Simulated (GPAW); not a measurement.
Here is a GPAW 26.7.0 calculation.

run.py

```python
from ase import Atoms
from ase.calculators.mixing import SumCalculator
from ase.filters import FrechetCellFilter
from ase.io import write
from ase.optimize import BFGS
from dftd3.ase import DFTD3
from gpaw import GPAW, PW, setup_paths

setup_paths.insert(0, '.')

atoms = Atoms(['Mo', 'Mo', 'Mo', 'Mo', 'Mo', 'Mo', 'Si', 'Si'],
              cell=[[4.889, 0.0, 0.0],
                    [0.0, 4.889, 0.0],
                    [0.0, 0.0, 4.889]],
              scaled_positions=[[0.0, 0.5, 0.25],
                                [0.0, 0.5, 0.75],
                                [0.5, 0.25, 0.0],
                                [0.75, 0.0, 0.5],
                                [0.5, 0.75, 0.0],
                                [0.25, 0.0, 0.5],
                                [0.5, 0.5, 0.5],
                                [0.0, 0.0, 0.0]],
              pbc=True)

calc = GPAW(mode=PW(600),
            xc='PBEsol',
            kpts={'size': (4, 4, 4), 'gamma': True},
            occupations={'name': 'fermi-dirac', 'width': 0.05},
            nbands=79,
            convergence={'density': 1e-05, 'forces': 0.0001},
            maxiter=150,
            txt='gpaw.txt')
atoms.calc = SumCalculator([calc, DFTD3(method='pbesol', damping='d3zero')])
opt = BFGS(FrechetCellFilter(atoms), trajectory='relax.traj', logfile='-')
done = opt.run(fmax=0.02, steps=60)
calc.write('gs.gpw')
write('result.traj', atoms)
print('Converged:', done)
print('Cell:', atoms.cell.cellpar().round(4))
print('Volume:', round(atoms.get_volume(), 4))
print(atoms.get_scaled_positions().round(5))
```

Potentials or basis: PAW data sets generated in the run's folder for this functional, pw.

Command:

```sh
$ gpaw-setup -f PBEsol Mo Si
$ OMP_NUM_THREADS=1 python run.py
```

Q: Estimate the relaxed volume.

A: 14.07 Å³/atom.

Q: Predict the relaxed cell.

A: a = 4.828 Å, b = 4.828 Å, c = 4.828 Å, α = 90.00°, β = 90.00°, γ = 90.00°.

Q: Predict the dispersion energy per atom.

A: -0.411 eV.

The path:
| step | energy change (eV) | largest force (eV/Å) | pressure (GPa) | volume (Å³) |
| --- | --- | --- | --- | --- |
| 1 | 0.0000 | 0.0001 | -9.81 | 116.86 |
| 2 | -0.0316 | 0.0002 | -8.65 | 116.30 |
| 3 | -0.1335 | 0.0005 | 0.42 | 112.35 |
| 4 | -0.1337 | 0.0003 | -0.02 | 112.52 |

Caveat: later steps reuse the first step's grids; pairwise dispersion overbinds metals, which lowers pressure and volume.
